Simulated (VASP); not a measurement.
# Sn (Fd-3m) in VASP: further runs

Aim: see how the results for Sn move with the level of theory and the settings. Levels: PBEsol, PBE. Tasks: phonons, phonon dispersion.

Program: VASP 6.6.1. These are calculated values, not measurements. Logs are shortened: lines on timing, memory, paths and dates and some standing lists are left out, and cuts for length are marked.

## Step 1: Starting point

The structure is cubic, space group Fd-3m (No. 227). Conventional cell: a = 6.537 Å, b = 6.537 Å, c = 6.537 Å, α = 90.00°, β = 90.00°, γ = 90.00°. Sn (site symmetry -43m) is surrounded by 4 Sn at 2.83 Å.

This isn't the form of Sn at room conditions, which is tetragonal (white tin).

## Step 2: Phonons, PBEsol

The input, POSCAR:

```
Sn
1.0
    0.0000000000      3.2685833775      3.2685833775
    3.2685833775      0.0000000000      3.2685833775
    3.2685833775      3.2685833775      0.0000000000
  Sn
     2
Direct
     0.0000000000000000    0.0000000000000000    0.0000000000000000
     0.2500000000000000    0.2500000000000000    0.2500000000000000
```

The input, INCAR.step1:

```
SYSTEM = Sn
PREC = Accurate
ENCUT = 600
EDIFF = 1E-8
ISMEAR = 0
SIGMA = 0.03
LREAL = .False.
LASPH = .True.
NELM = 80
ALGO = Fast
ISIF = 3
LWAVE = .False.
LCHARG = .False.
GGA = PS
IBRION = 2
NSW = 40
EDIFFG = -0.002
```

The input, INCAR.step2:

```
SYSTEM = Sn
PREC = Accurate
ENCUT = 600
EDIFF = 1E-8
ISMEAR = 0
SIGMA = 0.03
LREAL = .False.
LASPH = .True.
NELM = 80
ALGO = Fast
ISIF = 2
LWAVE = .False.
LCHARG = .False.
GGA = PS
IBRION = 6
NFREE = 2
POTIM = 0.015
NSW = 1
```

The input, KPOINTS:

```
regular mesh
0
Gamma
  10 10 10
  0 0 0
```

Potentials or basis: VASP PAW PBE potentials, release 64 (Sn_d).

Command:

```console
$ cat potpaw_PBE.64/Sn_d/POTCAR > POTCAR
$ cp INCAR.step1 INCAR
$ mpirun -np 1 vasp_std > vasp.out
$ cp CONTCAR POSCAR
$ cp INCAR.step2 INCAR
$ mpirun -np 1 vasp_std > vasp.out
```

OUTCAR:

```text
SYSTEM = Sn
   PREC = Accurate
   ENCUT = 600
   EDIFF = 1E-8
   ISMEAR = 0
   LREAL = .False.
   LASPH = .True.
   NELM = 80
   ISIF = 2
   GGA = PS
   IBRION = 6
   NFREE = 2
   POTIM = 0.015
   NSW = 1

 ion  position               nearest neighbor table
   1  0.000  0.000  0.000-   2 2.83   2 2.83   2 2.83   2 2.83
   2  0.250  0.250  0.250-   1 2.83   1 2.83   1 2.83   1 2.83

  LATTYP: Found a face centered cubic cell.
 ALAT       =     6.5371667550

  Lattice vectors:

 A1 = (   0.0000000000,   3.2685833775,   3.2685833775)
 A2 = (   3.2685833775,   0.0000000000,   3.2685833775)
 A3 = (   3.2685833775,   3.2685833775,   0.0000000000)

Analysis of symmetry for initial positions (statically):
=====================================================================
 Subroutine PRICEL returns:
 Original cell was already a primitive cell.

 Routine SETGRP: Setting up the symmetry group for a
 face centered cubic supercell.

 Subroutine GETGRP returns: Found 48 space group operations
 (whereof 24 operations were pure point group operations)
 out of a pool of 48 trial point group operations.

The static configuration has the point symmetry T_d .
 The point group associated with its full space group is O_h .

Analysis of symmetry for dynamics (positions and initial velocities):
=====================================================================
 Subroutine PRICEL returns:
 Original cell was already a primitive cell.

 Routine SETGRP: Setting up the symmetry group for a
 face centered cubic supercell.

 Subroutine GETGRP returns: Found 48 space group operations
 (whereof 24 operations were pure point group operations)
 out of a pool of 48 trial point group operations.

The dynamic configuration has the point symmetry T_d .
 The point group associated with its full space group is O_h .

[... 157 lines left out ...]
  -------------------------------------------------------------------------------------
  Total        0.0048080      0.0048080      0.0048080     -0.0000000      0.0000000     -0.0000000
  in kB        0.1102988      0.1102988      0.1102988     -0.0000000      0.0000000     -0.0000000
  external PRESSURE =       0.1102988 kB  Pullay stress =       0.0000000 kB
[... 59 lines left out ...]
--------------------------------------- Ionic step        3  -------------------------------------------

 number of electron      28.0000002 magnetization

 Free energy of the ion-electron system (eV)
  ---------------------------------------------------
  ext. energy  EPLUGINS =         0.00000000
  ---------------------------------------------------
  free energy    TOTEN  =        -8.46260018 eV

  energy without entropy =       -8.46236319  energy(sigma->0) =       -8.46248169

 E-fermi :   5.1947     XC(G=0):  -8.9700

 val. band max:        5.1788441810   @ k =   0.0000  -0.1000   0.1000
 cond. band min:       5.1971484964   @ k =   0.0000   0.1000   0.0000
 fundamental gap:      0.0183043154
 Fermi energy:         5.1946518703

 k-point     1 :       0.0000    0.0000    0.0000
  band No.  band energies     occupation
      1     -16.3016      2.00000
      2     -16.2978      2.00000
      3     -16.2932      2.00000
      4     -16.2403      2.00000
      5     -16.2398      2.00000
      6     -15.9485      2.00000
[... 481 lines left out ...]
      5     -16.1245      2.00000
      6     -16.0985      2.00000
[... 10 lines left out ...]
     17      10.5963      0.00000
     18      11.0946      0.00000

 [... further k-points ...]

------------------------ aborting loop because EDIFF is reached ----------------------------------------

  FORCE on cell =-STRESS in cart. coord.  units (eV):
  Direction    XX          YY          ZZ          XY          YZ          ZX
  --------------------------------------------------------------------------------------
  -------------------------------------------------------------------------------------
  Total        0.0185192      0.0068313      0.0068313      0.0000000     -0.1346884      0.0000000
  in kB        0.4248384      0.1567121      0.1567121      0.0000000     -3.0898129      0.0000000
  external PRESSURE =       0.2460876 kB  Pullay stress =       0.0000000 kB
[... 17 lines left out ...]
  FREE ENERGIE OF THE ION-ELECTRON SYSTEM (eV)
  ---------------------------------------------------
  free  energy   TOTEN  =        -8.4626001815 eV

  energy  without entropy=       -8.4623631939  energy(sigma->0) =       -8.46248169

 INTERNAL STRAIN TENSORS FROM DISPLACED ATOMS
 ============================================

 INTERNAL STRAIN TENSOR FOR ION    1 for displacements in x,y,z  (eV/Angst):
          X           Y           Z          XY          YZ          ZX
  --------------------------------------------------------------------------------
  x     0.00000    -0.00000    -0.00000     0.00000     8.97928     0.00000
  y    -0.00000     0.00000    -0.00000     0.00000     0.00000     8.97928
  z    -0.00000    -0.00000     0.00000     8.97928     0.00000     0.00000

 INTERNAL STRAIN TENSOR FOR ION    2 for displacements in x,y,z  (eV/Angst):
          X           Y           Z          XY          YZ          ZX
  --------------------------------------------------------------------------------
  x     0.00000     0.00000     0.00000     0.00000    -8.97928     0.00000
  y     0.00000     0.00000     0.00000     0.00000     0.00000    -8.97928
  z     0.00000     0.00000     0.00000    -8.97928     0.00000     0.00000

 Eigenvectors and eigenvalues of the dynamical matrix
 ----------------------------------------------------

   1 f  =    5.146767 THz    32.338090 2PiTHz  171.677664 cm-1    21.285308 meV
             X         Y         Z           dx          dy          dz
      0.000000  0.000000  0.000000    -0.000000   -0.707107   -0.000000
      1.634292  1.634292  1.634292     0.000000    0.707107   -0.000000
[... 16 lines left out ...]
   5 f  =    0.000000 THz     0.000000 2PiTHz    0.000002 cm-1     0.000000 meV
             X         Y         Z           dx          dy          dz
      0.000000  0.000000  0.000000    -0.085114   -0.691448   -0.121061
      1.634292  1.634292  1.634292    -0.085114   -0.691448   -0.121061

   6 f/i=    0.000000 THz     0.000000 2PiTHz    0.000000 cm-1     0.000000 meV
             X         Y         Z           dx          dy          dz
      0.000000  0.000000  0.000000     0.701960   -0.083356   -0.017432
      1.634292  1.634292  1.634292     0.701960   -0.083356   -0.017432

 ELASTIC MODULI CONTR FROM IONIC RELAXATION (kBar)
 Direction    XX          YY          ZZ          XY          YZ          ZX
 --------------------------------------------------------------------------------
 XX          -0.0000     -0.0000     -0.0000      0.0000      0.0000      0.0000
 YY          -0.0000     -0.0000     -0.0000      0.0000      0.0000      0.0000
 ZZ          -0.0000     -0.0000     -0.0000      0.0000      0.0000      0.0000
 XY           0.0000      0.0000      0.0000   -287.5145      0.0000      0.0000
 YZ           0.0000      0.0000      0.0000      0.0000   -287.5145      0.0000
 ZX           0.0000      0.0000      0.0000      0.0000      0.0000   -287.5145
 --------------------------------------------------------------------------------
```

OSZICAR.step1:

```text
N       E                     dE             d eps       ncg     rms          rms(c)
DAV:   1     0.214600863403E+03    0.21460E+03   -0.16120E+04  1694   0.238E+03
DAV:   2     0.121070845633E+02   -0.20249E+03   -0.20031E+03  1700   0.470E+02
DAV:   3    -0.789784985396E+01   -0.20005E+02   -0.19840E+02  1912   0.151E+02
DAV:   4    -0.853722121553E+01   -0.63937E+00   -0.63784E+00  1912   0.294E+01
DAV:   5    -0.856297266811E+01   -0.25751E-01   -0.25750E-01  2254   0.548E+00    0.318E+00
RMM:   6    -0.849432868337E+01    0.68644E-01   -0.39934E-02  1822   0.289E+00    0.184E+00
RMM:   7    -0.846119507193E+01    0.33134E-01   -0.67113E-02  1790   0.313E+00    0.158E-01
RMM:   8    -0.846270310656E+01   -0.15080E-02   -0.13177E-02  1941   0.115E+00    0.675E-02
RMM:   9    -0.846327866773E+01   -0.57556E-03   -0.32539E-03  2355   0.540E-01    0.354E-02
RMM:  10    -0.846330886776E+01   -0.30200E-04   -0.31349E-04  2092   0.189E-01    0.107E-02
RMM:  11    -0.846331862159E+01   -0.97538E-05   -0.10604E-04  2509   0.930E-02    0.711E-03
RMM:  12    -0.846331911296E+01   -0.49137E-06   -0.78265E-06  1938   0.329E-02    0.383E-03
RMM:  13    -0.846331919258E+01   -0.79624E-07   -0.39519E-06  2166   0.204E-02    0.797E-04
RMM:  14    -0.846331927357E+01   -0.80982E-07   -0.12245E-06  2378   0.936E-03    0.555E-04
RMM:  15    -0.846331920230E+01    0.71268E-07   -0.16834E-07  1716   0.338E-03    0.326E-04
RMM:  16    -0.846331914848E+01    0.53815E-07   -0.37590E-08  1200   0.181E-03    0.101E-04
RMM:  17    -0.846331915863E+01   -0.10149E-07   -0.13546E-08  1074   0.117E-03    0.532E-05
RMM:  18    -0.846331916003E+01   -0.13997E-08   -0.47537E-09  1064   0.901E-04
   1 F= -.84633192E+01 E0= -.84632137E+01  d E =-.846332E+01
```

Wall time 6.2 min (1 thread of Intel Xeon 6975P-C (Granite Rapids), shared host); peak memory 0.51 GiB.

Results:

```yaml
Highest_phonon_frequency_at_Γ: 172 cm⁻¹
```

Phonon frequencies in cm⁻¹ (negative: imaginary):
| q point | frequencies |
| --- | --- |
| (0.000, 0.000, 0.000) | 0 0 0 172 172 172 |

Caveat: the PAW data sets were made with another functional, which shifts forces and pressure a little.

## Step 3: Phonon dispersion, PBEsol

This run uses another cell than the first one: it holds 16 atoms, not 2.

The input, INCAR:

```
SYSTEM = Sn
PREC = Accurate ; ENCUT = 520
EDIFF = 1E-7 ; ISMEAR = 0
SIGMA = 0.03 ; LREAL = Auto
LASPH = .TRUE. ; NELM = 80
ALGO = Fast ; ISIF = 2
LWAVE = .FALSE. ; LCHARG = .FALSE.
GGA = PS ; IBRION = 6
NFREE = 2 ; POTIM = 0.015
NSW = 1 ; LPHON_DISPERSION = .TRUE.
PHON_NWRITE = -3
```

The input, KPOINTS:

```
regular mesh
0
G
  2 2 2
  0 0 0
```

The input, POSCAR:

```
Sn
1.0
    0.0000000000      6.4666856000      6.4666856000
    6.4666856000      0.0000000000      6.4666856000
    6.4666856000      6.4666856000      0.0000000000
Sn
16
Direct
    0.0000000000      0.0000000000      0.0000000000
    0.0000000000      0.0000000000      0.5000000000
    0.0000000000      0.5000000000      0.0000000000
    0.0000000000      0.5000000000      0.5000000000
    0.5000000000      0.0000000000      0.0000000000
    0.5000000000      0.0000000000      0.5000000000
    0.5000000000      0.5000000000      0.0000000000
    0.5000000000      0.5000000000      0.5000000000
    0.1250000000      0.1250000000      0.1250000000
    0.1250000000      0.1250000000      0.6250000000
    0.1250000000      0.6250000000      0.1250000000
    0.1250000000      0.6250000000      0.6250000000
    0.6250000000      0.1250000000      0.1250000000
    0.6250000000      0.1250000000      0.6250000000
    0.6250000000      0.6250000000      0.1250000000
    0.6250000000      0.6250000000      0.6250000000
```

The input, QPOINTS:

```
path GXWKGLUWLK,UX
8
line-mode
reciprocal
 0.0000000000  0.0000000000  0.0000000000  G
 0.5000000000  0.0000000000  0.5000000000  X

 0.5000000000  0.0000000000  0.5000000000  X
 0.5000000000  0.2500000000  0.7500000000  W

 0.5000000000  0.2500000000  0.7500000000  W
 0.3750000000  0.3750000000  0.7500000000  K

 0.3750000000  0.3750000000  0.7500000000  K
 0.0000000000  0.0000000000  0.0000000000  G

 0.0000000000  0.0000000000  0.0000000000  G
 0.5000000000  0.5000000000  0.5000000000  L

 0.5000000000  0.5000000000  0.5000000000  L
 0.6250000000  0.2500000000  0.6250000000  U

 0.6250000000  0.2500000000  0.6250000000  U
 0.5000000000  0.2500000000  0.7500000000  W

 0.5000000000  0.2500000000  0.7500000000  W
 0.5000000000  0.5000000000  0.5000000000  L

 0.5000000000  0.5000000000  0.5000000000  L
 0.3750000000  0.3750000000  0.7500000000  K

 0.6250000000  0.2500000000  0.6250000000  U
 0.5000000000  0.0000000000  0.5000000000  X
```

Potentials or basis: VASP PAW PBE potentials, release 64 (Sn_d).

Command:

```console
$ cat potpaw_PBE.64/Sn_d/POTCAR > POTCAR
$ mpirun -np 4 vasp_std > vasp.out
```

OUTCAR:

```text
SYSTEM = Sn
   PREC = Accurate
   ENCUT = 520
   EDIFF = 1E-7
   ISMEAR = 0
   LREAL = Auto
   LASPH = .TRUE.
   NELM = 80
   ISIF = 2
   GGA = PS
   IBRION = 6
   NFREE = 2
   POTIM = 0.015
   NSW = 1

 ion  position               nearest neighbor table
   1  0.000  0.000  0.000-   9 2.80  10 2.80  11 2.80  13 2.80
   2  0.000  0.000  0.500-   9 2.80  10 2.80  12 2.80  14 2.80
   3  0.000  0.500  0.000-   9 2.80  11 2.80  12 2.80  15 2.80
   4  0.000  0.500  0.500-  10 2.80  11 2.80  12 2.80  16 2.80
   5  0.500  0.000  0.000-   9 2.80  13 2.80  14 2.80  15 2.80
   6  0.500  0.000  0.500-  10 2.80  13 2.80  14 2.80  16 2.80
[... 8 lines left out ...]
  15  0.625  0.625  0.125-   3 2.80   5 2.80   7 2.80   8 2.80
  16  0.625  0.625  0.625-   4 2.80   6 2.80   7 2.80   8 2.80
[... 6 lines left out ...]
 A1 = (   0.0000000000,   6.4666856000,   6.4666856000)
[... 976 lines left out ...]
  ---------------------------------------------------
  free  energy   TOTEN  =       -66.0420876882 eV

  energy  without entropy=      -66.0336666132  energy(sigma->0) =      -66.03787715

 INTERNAL STRAIN TENSORS FROM DISPLACED ATOMS
 ============================================

 INTERNAL STRAIN TENSOR FOR ION    1 for displacements in x,y,z  (eV/Angst):
          X           Y           Z          XY          YZ          ZX
  --------------------------------------------------------------------------------
  x     0.00000     0.00000     0.00000     0.00000    16.32955     0.00000
  y     0.00000    -0.00000     0.00000    -0.00000    -0.00000    16.32955
  z     0.00000     0.00000     0.00000    16.32955     0.00000     0.00000
[... 8 lines left out ...]
 INTERNAL STRAIN TENSOR FOR ION   16 for displacements in x,y,z  (eV/Angst):
          X           Y           Z          XY          YZ          ZX
  --------------------------------------------------------------------------------
  x    -0.00000    -0.00000    -0.00000     0.00000   -16.32955    -0.00000
  y    -0.00000     0.00000    -0.00000     0.00000     0.00000   -16.32955
  z    -0.00000    -0.00000    -0.00000   -16.32955    -0.00000     0.00000

 Eigenvectors and eigenvalues of the dynamical matrix
   1 f  =    5.631789 THz    35.385575 2PiTHz  187.856264 cm-1    23.291198 meV
   2 f  =    5.631789 THz    35.385575 2PiTHz  187.856264 cm-1    23.291198 meV
   3 f  =    5.631789 THz    35.385575 2PiTHz  187.856264 cm-1    23.291198 meV
   4 f  =    5.631789 THz    35.385575 2PiTHz  187.856264 cm-1    23.291198 meV
   5 f  =    5.631789 THz    35.385575 2PiTHz  187.856264 cm-1    23.291198 meV
   6 f  =    5.631789 THz    35.385575 2PiTHz  187.856264 cm-1    23.291198 meV
[... 40 lines left out ...]
  47 f  =    0.000000 THz     0.000002 2PiTHz    0.000011 cm-1     0.000001 meV
  48 f  =    0.000000 THz     0.000002 2PiTHz    0.000011 cm-1     0.000001 meV

 ELASTIC MODULI CONTR FROM IONIC RELAXATION (kBar)
 Direction    XX          YY          ZZ          XY          YZ          ZX
 --------------------------------------------------------------------------------
 XX          -0.0000      0.0000     -0.0000     -0.0000     -0.0000     -0.0000
 YY           0.0000     -0.0000      0.0000     -0.0000     -0.0000      0.0000
 ZZ          -0.0000      0.0000     -0.0000     -0.0000     -0.0000     -0.0000
 XY          -0.0000     -0.0000     -0.0000  -1031.6611      0.0000     -0.0000
 YZ          -0.0000     -0.0000     -0.0000      0.0000  -1031.6611     -0.0000
 ZX          -0.0000      0.0000     -0.0000     -0.0000     -0.0000  -1031.6611
 --------------------------------------------------------------------------------
[... 633 lines left out ...]
 q-point No.           q_x           q_y           q_z  q-path length
          80      0.500000      0.000000      0.500000       0.992656
  frequencies
   [THz]           1.512364      1.512364      4.523491      4.523491      5.625461      5.625461
   [2Pi THz]       9.502460      9.502460     28.421930     28.421930     35.345811     35.345811
   [cm-1]         50.447018     50.447018    150.887406    150.887406    187.645167    187.645167
   [meV]           6.254630      6.254630     18.707646     18.707646     23.265025     23.265025
```

Run time: 5.2 min. Hardware: 4 MPI ranks of AMD EPYC 9R45 (Zen 5), shared host; peak memory 0.35 GiB.

What came out:

| Property | Result |
| --- | --- |
| Highest phonon frequency | 189 cm⁻¹ |

Phonon frequencies in cm⁻¹ (negative: imaginary):
| q point | frequencies |
| --- | --- |
| (0.000, 0.000, 0.000) | 0 0 0 168 168 168 |
| (0.500, 0.000, 0.500) | 50 50 151 151 188 188 |
| (0.500, 0.214, 0.714) | 66 66 145 145 189 189 |
| (0.411, 0.339, 0.750) | 53 72 141 151 189 189 |
| (0.161, 0.161, 0.321) | 33 38 74 172 178 179 |
| (0.214, 0.214, 0.214) | 26 26 64 172 176 176 |
| (0.536, 0.429, 0.536) | 43 51 129 159 188 188 |
| (0.607, 0.250, 0.643) | 51 73 141 151 189 189 |
| (0.500, 0.250, 0.750) | 67 67 145 145 189 189 |
| (0.500, 0.500, 0.500) | 41 41 130 159 188 188 |
| (0.393, 0.393, 0.714) | 50 74 136 154 189 189 |
| (0.536, 0.071, 0.536) | 50 54 150 151 188 188 |

Phonon frequencies at the corners of the path (cm⁻¹, interpolated; i marks imaginary ones):
```
point            frequencies
    Γ      0 0 0 168 168 168
    X  50 50 151 151 188 188
    W  67 67 145 145 189 189
    K  50 73 141 151 189 189
    L  41 41 130 159 188 188
    U  50 73 141 151 189 189
```

Caveat: the k mesh is coarse (spacing up to 0.42 Å⁻¹), so the values aren't converged; the PAW data sets were made with another functional, which shifts forces and pressure a little.

[end of part 1 of 2]
